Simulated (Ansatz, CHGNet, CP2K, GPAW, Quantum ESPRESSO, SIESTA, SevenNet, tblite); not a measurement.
## Priceite (P2_1/c), Ca2B5H7O13 (108 atoms): runs against a plane-wave reference

The cell holds 108 atoms: 8 Ca, 20 B, 28 H and 52 O. Its edges and angles: a = 11.580 Å, b = 6.984 Å, c = 12.352 Å, α = 90.0°, β = 110.6°, γ = 90.0°. It derives from Ca2B5H7O13 (P2_1/c), repeated 1×1×1. Ca2B5H7O13, space group P2_1/c, structure from the Crystallography Open Database, 1 x 1 x 1 conventional cells; every coordinate displaced by a Gaussian of 0.02 Å; bonds to H set to neutron lengths (C-H 1.089, N-H 1.015, O-H 0.983, B-H 1.19 Å) where the listed ones are shorter. Then every atom was moved at random, 0.05 Å r.m.s. a Cartesian component (hydrogen 0.6 of that).

Geometry: as built.

The reference, a calculation:

- method: Kohn-Sham DFT, PBE, SSSP efficiency 1.3.0 pseudopotentials, plane waves (Quantum ESPRESSO 7.5); sssp-pbe-1.3.0-efficiency, cutoffs 60/480 Ry, Γ point
- r.m.s. force component: 2.053 eV/Å
- longest force: 12.41 eV/Å
- pressure: 3.535 GPa
- gap (highest filled to lowest empty level): 4.711 eV
- time: 3.9 min on 2 MPI ranks of Arm Neoverse V1, shared host
- CPU time: 7.8 min

**Question.** The same geometry is run in other programs. How far does each lie from the reference, and what does it cost?
- CP2K PBE, SZV-MOLOPT-SR, 600/50 Ry, OT DIIS (CP2K 2026.2; 2 threads)
- SIESTA PBE, DZP, shift 0.01 Ry, mesh 500 Ry (SIESTA 5.4.2; 4 MPI ranks)
- SevenNet 0 potential (SevenNet 0; 1 thread)
- CP2K PBE, SZV-MOLOPT-SR, 600/50 Ry, TRS4 filter 1e-07, SCF 1e-07 (CP2K 2026.2; 2 threads)
- SIESTA PBE, DZ, shift 0.01 Ry, mesh 500 Ry (SIESTA 5.4.2; 2 MPI ranks)
- CP2K PBE, DZVP-MOLOPT-SR, 210/50 Ry, OT DIIS (CP2K 2026.2; 2 threads)
- tblite GFN1-xTB (tblite 0.8.0; 1 thread)
- GPAW PBE, LCAO dzp, h 0.18 Å (GPAW 26.7.0; 2 MPI ranks)
- SevenNet l3i5 potential (SevenNet l3i5; 1 thread)
- GPAW PBE, LCAO szp(dzp), h 0.18 Å (GPAW 26.7.0; 1 thread)

Differences are against the plane-wave reference, forces as r.m.s. over components; share is that over the reference's r.m.s. force, slope the least-squares factor from reference forces to these. Total energies of different programs have different zeros and aren't compared.

| run | Δ force, r.m.s. (meV/Å) | share (%) | slope | Δ pressure (GPa) | Δ gap (eV) | cores | CPU time | memory (GiB) |
| --- | --- | --- | --- | --- | --- | --- | --- | --- |
| reference | - | - | - | - | - | 2 | 7.8 min | 2.5 |
| CP2K PBE, SZV-MOLOPT-SR, 600/50 Ry, OT DIIS (coarse) | 1455 | 70.9 | 1.427 | 21.1 | -0.443 | 2 | 9.8 min | 1.5 |
| SIESTA PBE, DZP, shift 0.01 Ry, mesh 500 Ry | 190 | 9.24 | 1.043 | 1.99 | -0.224 | 4 | 5 min | 2.2 |
| SevenNet 0 potential | 112 | 5.47 | 1.019 | 0.663 | - | 1 | 11 s | 1.3 |
| CP2K PBE, SZV-MOLOPT-SR, 600/50 Ry, TRS4 filter 1e-07, SCF 1e-07 (coarse) | 1456 | 70.9 | 1.427 | 21.1 | - | 2 | 2.3 min | 1.5 |
| SIESTA PBE, DZ, shift 0.01 Ry, mesh 500 Ry (coarse) | 497 | 24.2 | 1.082 | 3.69 | -0.178 | 2 | 1.9 min | 1.1 |
| CP2K PBE, DZVP-MOLOPT-SR, 210/50 Ry, OT DIIS (coarse) | 120 | 5.82 | 1.020 | 2.54 | 0.116 | 2 | 15 min | 0.69 |
| tblite GFN1-xTB | 448 | 21.8 | 0.879 | -3.08 | - | 1 | 5.9 s | 0.11 |
| GPAW PBE, LCAO dzp, h 0.18 Å | 321 | 15.6 | 1.076 | - | -0.0337 | 2 | 4.6 min | 1.8 |
| SevenNet l3i5 potential | 96.0 | 4.67 | 1.012 | 0.708 | - | 1 | 16 s | 2.4 |
| GPAW PBE, LCAO szp(dzp), h 0.18 Å (coarse) | 1038 | 50.6 | 1.187 | - | 0.0668 | 1 | 3.2 min | 1.3 |

Rows marked coarse were listed beforehand as settings not expected to be converged; some can still land near the reference.

Times of the machine-learned potentials are mostly Python's start and the loading of weights.

CPU time is summed over cores on a shared host, where runs went side by side, so it is rough. Symmetry, cutoffs, thresholds, outputs and thread counts weren't matched or tuned between programs; memory under MPI is the largest rank's times the ranks.

The PBE runs in local orbitals, coarse settings apart, differ by 9.2 % (SIESTA PBE, DZP, shift 0.01 Ry, mesh 500 Ry) to 16 % (GPAW PBE, LCAO dzp, h 0.18 Å); basis, grid and potentials can all enter. Tight binding differs by 22 % (tblite GFN1-xTB); it is another model, with fitted parameters of its own, and the xTB methods hold dispersion. Machine-learned potentials differ by 4.7 % (SevenNet l3i5 potential) to 5.5 % (SevenNet 0 potential); they were trained on other programs' data. Runs with settings chosen to be coarse differ by 5.8 % (CP2K PBE, DZVP-MOLOPT-SR, 210/50 Ry, OT DIIS) to 71 % (CP2K PBE, SZV-MOLOPT-SR, 600/50 Ry, TRS4 filter 1e-07, SCF 1e-07), their programs' other errors included. Periodic xTB results under one method name differ between programs and library versions. With short bonds to hydrogen, sets of potentials differ among themselves by several per cent in forces even at converged cutoffs, so the reference isn't exact here either. Machine-learned potentials mimic data converged in k, so the reference's own k-point error enters their differences. The published positions, changed by the recipe (random displacements or longer bonds to H), lie far from the minimum at this level of theory. The electronic-structure runs sample only Γ, in a cell whose shortest periodic width is 7 Å.

[Hosts, paths, dates, database ids (printed as entryN), source tags and the programs' standing remarks are cut or masked in the printed files.]
